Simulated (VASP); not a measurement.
Wanted: the native input for a VASP 6.6.1 run.

```yaml
Task: single point
Functional: PBE
Potentials_or_basis: VASP PAW PBE potentials, release 64 (B, N)
Cutoff: 520 eV
k_mesh: 6 × 6 × 6
Occupations: gaussian, width 0.05 eV
Spin: no spin polarisation
Dipole_correction: no
Further_INCAR_settings: ALGO = Normal; EDIFF = 1e-07; NBANDS = 16
```

The structure of BN lies in POSCAR:

```
BN
1.0
    0.0000000000     -1.8123937734     -1.8123937734
   -1.8123937734      0.0000000000     -1.8123937734
    1.8123937734      1.8123937734     -3.6247875468
B N
2 2
Direct
    0.0171344918      0.0145822140      0.0000000000
    0.4828655082      0.4854177860      0.5000000000
    0.3925348447      0.3899229321      0.8750000000
    0.8574651553      0.8600770679      0.3750000000
```

The cell is a database's computed one.

The cell isn't the ideal one: mode 4 frozen in at -0.051 Å and mode 5 at -0.051 Å (largest displacements).

These files were run (other wordings do the same):

INCAR

```
SYSTEM = BN
PREC = Accurate ; ENCUT = 520
EDIFF = 1E-7 ; ISMEAR = 0
SIGMA = 0.05 ; LREAL = .FALSE.
LASPH = .TRUE. ; NELM = 100
ALGO = Normal ; ISIF = 2
LWAVE = .FALSE. ; LCHARG = .FALSE.
GGA = PE ; NBANDS = 16
```

KPOINTS

```
Automatic mesh
0
G
  6 6 6
  0 0 0
```

Potentials or basis: VASP PAW PBE potentials, release 64 (B, N).

The run is started by

```sh
$ cat potpaw_PBE.64/B/POTCAR potpaw_PBE.64/N/POTCAR > POTCAR
$ mpirun -np 1 vasp_std > vasp.out
```

Results of the run:

```yaml
Pressure: 0.1 GPa
Largest_force: 0.877 eV/Å
Band_gap_on_the_k_mesh: 4.35 eV
```

Caveat: the k mesh is coarse (spacing up to 0.48 Å⁻¹), so the values aren't converged.

Wall time 26 s on 1 thread of Intel(R) Xeon(R) Platinum 8488C (Sapphire Rapids), with other jobs on the host, peak memory 0.15 GiB.
